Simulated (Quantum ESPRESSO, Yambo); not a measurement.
# Quasiparticle gap of GaN (P6_3mc) in Yambo, part 3 of 3

Wanted: ground state, empty states, screening and self-energy for GaN (P6_3mc).

Quantum ESPRESSO 7.5 and Yambo 5.3.0; PBE and many-body steps on it, plane waves. Known limits of the many-body steps: not at the basis limit; no spin-orbit coupling.

So far. Step 3 (Bands along the symmetry lines): The gap is 2.001 eV, as in the run before at this level. Step 4 (Empty states on the mesh, 6×6×4 mesh, 92 bands): On this mesh the gap is 2.001 eV.

The database entry behind the starting cell differs from later determinations by our own check (about 0.3 % short, ideal inner coordinate), so it need not match the best structure at ambient conditions.

**6. Screening and self-energy, 6×6×4 mesh, 92 bands, screening to 149.7 eV**

Now the one-shot GW correction: screening in the RPA, then the self-energy of the levels asked for.

This step: G0W0 on PBE, plane waves, norm-conserving pseudopotentials.

File gw1.in:

```
HF_and_locXC
gw0
dyson
ppa
em1d
rim_cut
RandQpts= 1000000
RandGvec= 1 RL
EXXRLvcs= 104 Ry
VXCRLvcs= 416 Ry
Chimod= "HARTREE"
% BndsRnXp
 1 | 92 |
%
NGsBlkXp= 11 Ry
% LongDrXp
 1 | 1 | 1 |
%
% GbndRnge
 1 | 92 |
%
DysSolver= "n"
ExtendOut
PPAPntXp= 27.21138 eV
% QPkrange
 1 | 24 | 21 | 30 |
%
```

Started as:

```
OMP_NUM_THREADS=1 mpirun -n 4 yambo -F gw1.in -J gw1 -C gw1 > gw1.log
```

Log:

```text
 Yambo, version 5.3.0

 [02] CORE Variables Setup
 =========================

  [... cell, symmetries and grids as in the set-up ...]

  [02.05] Energies & Occupations
  ==============================

  [X] === General ===
  [X] Electronic Temperature                        :  0.000000  0.000000 [eV K]
  [X] Bosonic    Temperature                        :  0.000000  0.000000 [eV K]
  [X] Finite Temperature mode                       : no
  [X] El. density                                   :  0.11494E+25 [cm-3]
  [X] Fermi Level                                   :  11.85610 [eV]

  [X] === Gaps and Widths ===
  [X] Conduction Band Min                           :  2.000871 [eV]
  [X] Valence Band Max                              :  0.000000 [eV]
  [X] Filled Bands                                  :  26
  [X] Empty Bands                                   :   27   92
  [X] Direct Gap                                    :  2.000871 [eV]
  [X] Direct Gap localized at k                     :  1
  [X] Indirect Gap                                  :  2.000871 [eV]
  [X] Indirect Gap between kpts                     :  1  1
  [X] Last valence band width                       :  2.707424 [eV]
  [X] 1st conduction band width                     :  4.527718 [eV]

 [03] Transferred momenta grid and indexing
 ==========================================

 IBZ Q-points                                      :  24
 BZ  Q-points                                      :  144

 K/Q-points units:
 rlu = crystal or reduced units; cc = cartesian coordinates; iku = interal k-units

 Q [ 1]         [rlu]:  0.000000  0.000000  0.000000
 Q [ 2]         [rlu]:  0.000000  0.000000  0.250000
 Q [ 3]         [rlu]:  0.000000  0.000000 -0.500000
 Q [ 4]         [rlu]: -0.63047E-17  0.16667       0.0000
 Q [ 5]         [rlu]: -0.63047E-17  0.16667      0.25000
 Q [ 6]         [rlu]: -0.63047E-17  0.16667     -0.50000
 Q [ 7]         [rlu]: -0.12609E-16  0.33333       0.0000
 Q [ 8]         [rlu]: -0.12609E-16  0.33333      0.25000
 Q [ 9]         [rlu]: -0.12609E-16  0.33333     -0.50000
 Q [10]         [rlu]:  0.18914E-16 -0.50000       0.0000
     [... 12 further rows ...]
 Q [23]         [rlu]:  0.12609E-16 -0.33333      0.25000
 Q [24]         [rlu]: -0.166667 -0.333333  0.250000

 [04] Coloumb potential Random Integration (RIM)
 ===============================================

  [04.01] RIM initialization
  ==========================

  * Diagonal components only detected *

  8 x (sBL volume)        :  0.045137 [a.u.]
  sBZ random points       :  1000000
  Points outside the sBZ  :   7994252
  RL volume               :  0.812463 [a.u.]
  Integrated volume       :  0.813047 [a.u.]

  [04.02] RIM integrals
  =====================

  Gamma point sphere radius             :  0.064584 [a.u.]
  Points outside the sphere             :   799512
  [Int_sBZ(q=0) 1/q^2]*(Vol_sBZ)^(-1/3) =:  7.693166
                                 should be <:  7.795600

  Summary of Coulomb integrals for non-metallic bands |Q|[au] RIM/Bare

  Q [1] 0.100000E-4 0.986860 * Q [2] 0.160904 0.991252
  Q [4] 0.201220 1.084243 * Q [5] 0.257643 1.044913
  Q [22] 0.257643 1.045669 * Q [3] 0.321808 1.006357
  Q [13] 0.348524 1.029178 * Q [6] 0.379539 1.012759
  Q [14] 0.383874 1.021857 * Q [7] 0.402441 1.021951
  Q [23] 0.433415 1.017871 * Q [8] 0.433415 1.017418
  Q [15] 0.474372 1.011636 * Q [9] 0.515285 1.010588
  Q [16] 0.532379 1.012815 * Q [24] 0.556163 1.011338
  Q [17] 0.556163 1.011095 * Q [10] 0.603661 1.010419
  Q [18] 0.622083 1.008157 * Q [11] 0.624737 1.009299
  Q [12] 0.684081 1.007302 * Q [19] 0.697048 1.007759
  Q [20] 0.715378 1.007101 * Q [21] 0.767747 1.005934

 [05] Dipoles
 ============

  [05.01] Setup: observables and procedures
  =========================================

  [WARNING] [x,Vnl] slows the Dipoles computation. To neglect it rename the ns.kb_pp file

 [06] Dynamic Dielectric Matrix (PPA)
 ====================================

 [WR./gw1//ndb.pp]---------------------------------------------------------------
  Brillouin Zone Q/K grids (IBZ/BZ)                :   24  144   24  144
  RL vectors                                       :   6741 [WF]
  Coulomb cutoff potential                         : none
  Electronic Temperature                           :  0.000000 [K]
  Bosonic    Temperature                           :  0.000000 [K]
  PPA    diel. fun.  energies                      : Perdew, Burke & Ernzerhof(X)+Perdew, Burke & Ernzerhof(C)
  wavefunctions                                    : Perdew, Burke & Ernzerhof(X)+Perdew, Burke & Ernzerhof(C)
  Global Gauge                                     : length
  X matrix size                                    :  197
  X band range                                     :    1   92
  X e/h energy range                               : -1.000000 -1.000000 [eV]
  X Time ordering                                  : R
  X Hxc Kernel                                     : HARTREE
  X Drude frequency                                :  0.000000  0.000000
  X poles                                          :  100.0000 [o/o]
  RL vectors in the sum                            :   6741
  [r,Vnl] included                                 : yes
  Field direction                                  :  0.577350E-5  0.577350E-5  0.577350E-5
  BZ energy Double Grid                            : no
  BZ energy DbGd points                            : 0
  BZ Q point size factor                           : -1.000000
  X Optical Averaged directions                    : none

 [07] Local Exchange-Correlation + Non-Local Fock
 ================================================

 [VXC] Plane waves :   43821
 [EXS] Plane waves :   5479

 QP @ state[ 1 ] K range:   1  24
 QP @ state[ 1 ] b range:  21  30

 [xc] Functional : Perdew, Burke & Ernzerhof(X)+Perdew, Burke & Ernzerhof(C)
 [xc] LIBXC used to calculate xc functional
  PP Number of Atomic Species                      :  2
  NLCC RL compoments                               :   43821
  PP Number of Atomic Species                      :  2
  NLCC RL compoments                               :   43821

 [xc] E_xc :  -48.25348 [Ha]
      E_xc :  -96.50696 [Ry]

  Local XC kind (lXC) : Perdew, Burke & Ernzerhof(X)+Perdew, Burke & Ernzerhof(C)
  Non-Local XC kind (nlXC) : Hartree-Fock

  Corrections @ K [1] :  [eV]
 <21|nlXC|21> = -19.66921  0.77171E-17 <21|lXC|21> = -13.99875  0.000000
 <22|nlXC|22> = -21.81940  0.23111E-17 <22|lXC|22> = -18.01260  0.37763E-15
 <23|nlXC|23> = -21.81939  0.13403E-16 <23|lXC|23> = -18.01262 -0.37763E-15
 <24|nlXC|24> = -22.41255  0.24411E-16 <24|lXC|24> = -19.04019  0.000000
 <25|nlXC|25> = -22.54481  0.18612E-18 <25|lXC|25> = -19.13767  0.47204E-16
 <26|nlXC|26> = -22.54481  0.31256E-17 <26|lXC|26> = -19.13767 -0.94408E-16
 <27|nlXC|27> = -10.17956  0.11579E-17 <27|lXC|27> = -14.21477  0.000000
 <28|nlXC|28> = -9.062936 -0.45705E-17 <28|lXC|28> = -14.00873  0.37763E-15
 <29|nlXC|29> = -8.288129 -0.34660E-18 <29|lXC|29> = -15.06079  0.37763E-15
 <30|nlXC|30> = -7.020644  0.74329E-18 <30|lXC|30> = -12.89563  0.000000

  Corrections @ K [2] :  [eV]
[...]
Corrections @ K [3] :  [eV]
[...]
Corrections @ K [4] :  [eV]
[...]
Corrections @ K [5] :  [eV]
[...]
[... 18 further k-points ...]
  Corrections @ K [24] :  [eV]
[...]
<26|nlXC|26> = -21.27570 -0.79382E-18 <26|lXC|26> = -17.38911  0.000000
 <27|nlXC|27> = -8.540857  0.14066E-17 <27|lXC|27> = -13.39457 -0.47204E-16
 <28|nlXC|28> = -8.367931  0.13369E-17 <28|lXC|28> = -13.66165 -0.94408E-16
 <29|nlXC|29> = -8.878870  0.80340E-18 <29|lXC|29> = -14.60556 -0.35403E-16
 <30|nlXC|30> = -9.255923  0.33661E-18 <30|lXC|30> = -15.49314  0.18882E-15

  [07.01] Hartree-Fock occupations report
  =======================================

  [Hartree-Fock] === General ===
  [Hartree-Fock] Electronic Temperature             :  0.000000  0.000000 [eV K]
  [Hartree-Fock] Bosonic    Temperature             :  0.000000  0.000000 [eV K]
  [Hartree-Fock] Finite Temperature mode            : no
  [Hartree-Fock] El. density                        :  0.11494E+25 [cm-3]
  [Hartree-Fock] Fermi Level                        :  11.85610 [eV]

  [Hartree-Fock] === Gaps and Widths ===
  [Hartree-Fock] Conduction Band Min                :  6.036082 [eV]
  [Hartree-Fock] Valence Band Max                   : -3.407137 [eV]
  [Hartree-Fock] Filled Bands                       :  26
  [Hartree-Fock] Empty Bands                        :   27   92
  [Hartree-Fock] Direct Gap                         :  9.443219 [eV]
  [Hartree-Fock] Direct Gap localized at k          :  1
  [Hartree-Fock] Indirect Gap                       :  9.443219 [eV]
  [Hartree-Fock] Indirect Gap between kpts          :  1  1
  [Hartree-Fock] Last valence band width            :  3.664872 [eV]
  [Hartree-Fock] 1st conduction band width          :  5.861691 [eV]

 [08] Dyson equation: Newton solver
 ==================================

  [08.01] G0W0 (W PPA)
  ====================

  [  GW  ] Bands range     :    1   92
  [GW/PPA] G damping       :  0.100000 [eV]

  QP @ state[ 1 ] K range:   1  24
  QP @ state[ 1 ] b range:  21  30

   Sc/G bands                                       :    1   92
   Sc/G damping                                     :  0.100000 ev
   Sc bands terminator                              : no
   Sx RL components                                 :   5479

   QP @ state[ 1 ] K range                          :   1  24
   QP @ state[ 1 ] b range                          :  21  30
   GF energies kind                                 : Perdew, Burke & Ernzerhof(X)+Perdew, Burke & Ernzerhof(C)
   GF WF`s kind                                     : Perdew, Burke & Ernzerhof(X)+Perdew, Burke & Ernzerhof(C)
   Xs energies kind                                 : Perdew, Burke & Ernzerhof(X)+Perdew, Burke & Ernzerhof(C)
   Xs WF`s kind                                     : Perdew, Burke & Ernzerhof(X)+Perdew, Burke & Ernzerhof(C)

 [11] Game Over & Game summary
```

It took 34 min on 4 MPI ranks of Arm Neoverse V2, shared host; peak memory 4.4 GiB.

This step gave:

| Quantity | Value |
| --- | --- |
| G0W0 gap on the mesh | 2.856 eV |
| starting gap on the mesh | 2.001 eV |
| k of the valence top | 0, 0, 0 |
| k of the conduction bottom | 0, 0, 0 |
| least direct G0W0 gap on the computed points | 2.856 eV |
| Z at the valence top | 0.7935 |
| Z at the conduction bottom | 0.8198 |

The gap on the mesh goes from 2.00 eV to 2.86 eV, a correction of +0.85 eV.

Limits: finite bands, cutoff and mesh; no spin-orbit coupling. v1 is the top filled band, c1 the lowest empty one. The levels before and after the correction (eV, zero at the valence-band top of each column):

```
           conduction bottom  valence top
Kohn-Sham               2.00         0.00
     G0W0               2.86         0.00
```

```
             level  energy (eV)
Kohn-Sham     Γ v4       -1.058
Kohn-Sham     Γ v3       -0.060
Kohn-Sham  Γ v2-v1        0.000
Kohn-Sham     Γ c1        2.001
Kohn-Sham     Γ c2        4.338
Kohn-Sham     Γ c3        9.259
Kohn-Sham     Γ c4        9.976
     G0W0     Γ v4       -1.220
     G0W0     Γ v3       -0.061
     G0W0  Γ v2-v1        0.000
     G0W0     Γ c1        2.856
     G0W0     Γ c2        5.372
     G0W0     Γ c3       10.738
     G0W0     Γ c4       11.185
```

**7. Where the time went**

Times are wall times on the hardware named with each run, good to a factor of about two.

```
                          step    time  share  memory (GiB)
                  ground state    15 s    1 %          0.38
bands along the symmetry lines   9.2 s    0 %          0.29
      empty states on the mesh    16 s    1 %          0.35
         conversion and set-up   2.6 s    0 %          0.25
     screening and self-energy  34 min   98 %           4.4
```

**8. Results**

```
PBE gap              : 2.00 eV, direct
G0W0 gap on the mesh : 2.86 eV
GW settings          : 6×6×4 mesh, 92 bands, screening to 149.7 eV, Godby-Needs plasmon pole
known limits         : not at the basis limit; no spin-orbit coupling
```

G0W0 moves the gap on the mesh from 2.00 eV to 2.86 eV (+0.85 eV), with Z of 0.79 and 0.82 at the edges. The dearest step here is «screening and self-energy». Bands and cutoff are finite, so the gap is not at the basis limit. The miss can reach some tenths of an eV and take either sign; the mesh is an error of its own. The many-body steps are scalar-relativistic: spin-orbit coupling is not in them.

[Paths, hosts, dates, memory and timing lines, banners, echoed tables and standing remarks are left out of the program output.]

[Logs are printed without paths, hosts, clocks, repeated set-up lines and the standing remarks that a program may print on its own settings, such as how far it seeks lower states.]

[Runs of the session that timed out or met a known fault of the program may be left out.]

[Hosts, paths, dates, database ids (printed as entryN), source tags and the programs' standing remarks are cut or masked in the printed files.]
